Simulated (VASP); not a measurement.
# Al (Fm-3m) in VASP: a series of runs, part 2 of 2

VASP 6.6.1. The steps go on from the part before.

## 4. Relaxation of the atoms, PBEsol (a relaxed cell with its volume scaled by 0.98)

Contents of INCAR:

```
SYSTEM = Al
PREC = Accurate
ENCUT = 600
EDIFF = 1E-7
ISMEAR = 1
SIGMA = 0.1
LREAL = .False.
LASPH = .True.
NELM = 80
ALGO = Normal
ISIF = 2
LWAVE = .False.
LCHARG = .False.
GGA = PS
IBRION = 2
NSW = 40
EDIFFG = -0.01
```

Contents of KPOINTS:

```
Automatic mesh
0
Gamma
  16 16 16
  0 0 0
```

Contents of POSCAR:

```
Al                                      
1.0
    0.0000000000      1.9943461197      1.9943461197
    1.9943461197      0.0000000000      1.9943461197
    1.9943461197      1.9943461197      0.0000000000
  Al            
     1
Direct
     0.0000000000000000    0.0000000000000000    0.0000000000000000
```

Potentials or basis: VASP PAW PBE potentials, release 64 (Al).

The run is started by

```bash
$ cat potpaw_PBE.64/Al/POTCAR > POTCAR
$ mpirun -np 1 vasp_std > vasp.out
```

OUTCAR:

```text
SYSTEM = Al
   PREC = Accurate
   ENCUT = 600
   EDIFF = 1E-7
   ISMEAR = 1
   LREAL = .False.
   LASPH = .True.
   NELM = 80
   ISIF = 2
   GGA = PS
   IBRION = 2
   NSW = 40
   EDIFFG = -0.01

 ion  position               nearest neighbor table
   1  0.000  0.000  0.000-

  LATTYP: Found a face centered cubic cell.
 ALAT       =     3.9886922394

  Lattice vectors:

 A1 = (   0.0000000000,   1.9943461197,   1.9943461197)
[... 190 lines left out ...]
      5      22.9717      0.00000
[... 177 lines left out ...]
 k-point    24 :      -0.0625    0.0625    0.0000
  band No.  band energies     occupation
      1      -2.7489      2.00000
      2      18.3098      0.00000
      3      19.1237      0.00000
      4      21.4605      0.00000
      5      23.1589      0.00000

 [... further k-points ...]
[... 5 lines left out ...]
  --------------------------------------------------------------------------------------
  -------------------------------------------------------------------------------------
  Total        0.1763935      0.1763935      0.1763935     -0.0000000      0.0000000     -0.0000000
  in kB       17.8140096     17.8140096     17.8140096     -0.0000000      0.0000000     -0.0000000
  external PRESSURE =      17.8140096 kB  Pullay stress =       0.0000000 kB

 VOLUME and BASIS-vectors are now :
 -----------------------------------------------------------------------------
  energy-cutoff  :      600.00
  volume of cell :       15.86
      direct lattice vectors                 reciprocal lattice vectors
     0.000000000  1.994346120  1.994346120    -0.250708739  0.250708739  0.250708739
     1.994346120  0.000000000  1.994346120     0.250708739 -0.250708739  0.250708739
     1.994346120  1.994346120  0.000000000     0.250708739  0.250708739 -0.250708739

 POSITION                                       TOTAL-FORCE (eV/Angst)
 -----------------------------------------------------------------------------------
      0.00000      0.00000      0.00000        -0.000000     -0.000000     -0.000000
 -----------------------------------------------------------------------------------
    total drift:                               -0.000000      0.000000      0.000000

  FREE ENERGIE OF THE ION-ELECTRON SYSTEM (eV)
  ---------------------------------------------------
  free  energy   TOTEN  =        -4.0961283536 eV

  energy  without entropy=       -4.0964651342  energy(sigma->0) =       -4.09624061

 reached required accuracy - stopping structural energy minimisation
```

CONTCAR:

```text
Al
   1.00000000000000
     0.0000000000000000    1.9943461197000001    1.9943461197000001
     1.9943461197000001    0.0000000000000000    1.9943461197000001
     1.9943461197000001    1.9943461197000001    0.0000000000000000
  Al
     1
Direct
     0.0000000000000000    0.0000000000000000    0.0000000000000000

  0.00000000E+00  0.00000000E+00  0.00000000E+00
```

It took 3.8 s on 1 thread of Intel Xeon 6975P-C (Granite Rapids), shared host; peak memory 0.14 GiB.

What came out:

```yaml
Free_energy: -4.0961 eV
Pressure_after_relaxing: 1.8 GPa
Band_gap_on_the_k_mesh: none (metal or under the smearing width)
```

Final structure:
```
CELL_PARAMETERS angstrom
0.00000 1.99435 1.99435
1.99435 0.00000 1.99435
1.99435 1.99435 0.00000
ATOMIC_POSITIONS crystal
Al 0.00000 0.00000 0.00000
```

Caveat: the relaxation stopped at its first step, so nothing moved; the PAW data sets were made with another functional, which shifts forces and pressure a little.

## 5. Relaxation of the atoms, PBEsol

INCAR is that of step 4.

KPOINTS is that of step 4.

Contents of POSCAR:

```
Al                                      
1.0
    0.0000000000      2.0078218401      2.0078218401
    2.0078218401      0.0000000000      2.0078218401
    2.0078218401      2.0078218401      0.0000000000
  Al            
     1
Direct
     0.0000000000000000    0.0000000000000000    0.0000000000000000
```

The run is started by

```bash
$ cat potpaw_PBE.64/Al/POTCAR > POTCAR
$ mpirun -np 1 vasp_std > vasp.out
```

It took 4 s on 1 thread of Intel Xeon 6975P-C (Granite Rapids), shared host; peak memory 0.13 GiB.

Results (log left out):

* Free energy: -4.0979 eV
* Pressure after relaxing: 0.0 GPa
* Band gap on the k mesh: none (metal or under the smearing width)

Final structure:
```cif
data_structure
_symmetry_space_group_name_H-M 'P 1'
_symmetry_Int_Tables_number 1
_cell_length_a 2.8395
_cell_length_b 2.8395
_cell_length_c 2.8395
_cell_angle_alpha 60.000
_cell_angle_beta 60.000
_cell_angle_gamma 60.000
_cell_volume 16.19
loop_
_atom_site_label
_atom_site_type_symbol
_atom_site_fract_x
_atom_site_fract_y
_atom_site_fract_z
_atom_site_occupancy
Al1 Al 0.00000 0.00000 0.00000 1
```

Levels at points of the mesh, in eV from the Fermi level:
| k point | band 1 | band 2 | band 3 | band 4 |
| --- | --- | --- | --- | --- |
| (0.00, 0.00, 0.00) | -11.30 | 12.67 | 12.67 | 12.67 |
| (0.50, 0.00, 0.00) | -4.70 | -4.44 | 11.49 | 11.49 |
| (0.50, 0.50, 0.00) | -3.00 | -1.65 | 5.22 | 5.64 |

Caveat: the relaxation stopped at its first step, so nothing moved; the PAW data sets were made with another functional, which shifts forces and pressure a little.

## 6. Relaxation of the atoms, PBEsol (a relaxed cell with its volume scaled by 1.02)

INCAR is that of step 5.

KPOINTS is that of step 5.

Contents of POSCAR:

```
Al                                      
1.0
    0.0000000000      2.0211190610      2.0211190610
    2.0211190610      0.0000000000      2.0211190610
    2.0211190610      2.0211190610      0.0000000000
  Al            
     1
Direct
     0.0000000000000000    0.0000000000000000    0.0000000000000000
```

Potentials or basis: VASP PAW PBE potentials, release 64 (Al).

The run is started by

```bash
$ cat potpaw_PBE.64/Al/POTCAR > POTCAR
$ mpirun -np 1 vasp_std > vasp.out
```

Wall time 3.9 s (1 thread of Intel Xeon 6975P-C (Granite Rapids), shared host); peak memory 0.14 GiB.

The run converged. Its results:

```
Free energy             : -4.0963 eV
Pressure after relaxing : -1.6 GPa
Band gap on the k mesh  : none (metal or under the smearing width)
```

Final structure:
```
CELL_PARAMETERS angstrom
0.00000 2.02112 2.02112
2.02112 0.00000 2.02112
2.02112 2.02112 0.00000
ATOMIC_POSITIONS crystal
Al 0.00000 0.00000 0.00000
```

Levels at points of the mesh, in eV from the Fermi level:
```tsv
k point	band 1	band 2	band 3	band 4	band 5
(0.00, 0.00, 0.00)	-11.17	12.55	12.55	12.55	14.04
(0.50, 0.00, 0.00)	-4.63	-4.42	11.34	11.34	11.39
(0.50, 0.50, 0.00)	-2.96	-1.65	5.21	5.54	5.54
```

Caveat: the relaxation stopped at its first step, so nothing moved; the PAW data sets were made with another functional, which shifts forces and pressure a little.

## 7. The runs side by side

| cell | gap on the mesh (eV) | pressure (GPa) |
| --- | --- | --- |
| atoms relaxed from: a relaxed cell with its volume scaled by 0.94 | none | 5.9 |
| atoms relaxed from: a relaxed cell with its volume scaled by 0.96 | none | 3.8 |
| atoms relaxed from: a relaxed cell with its volume scaled by 0.98 | none | 1.8 |
| atoms relaxed | none | 0.0 |
| atoms relaxed from: a relaxed cell with its volume scaled by 1.02 | none | -1.6 |

Alike in all rows: task relaxation of the atoms; level PBEsol; potentials or basis VASP PAW PBE potentials, release 64 (Al); no spin polarisation; k mesh 16 × 16 × 16; cutoff (eV) 600; smearing methfessel-paxton 0.1 eV.

Caveats: the relaxation stopped at its first step, so nothing moved; the PAW data sets were made with another functional, which shifts forces and pressure a little.

Total energies depend on the potentials used, so only differences within one code and one set of settings carry meaning.
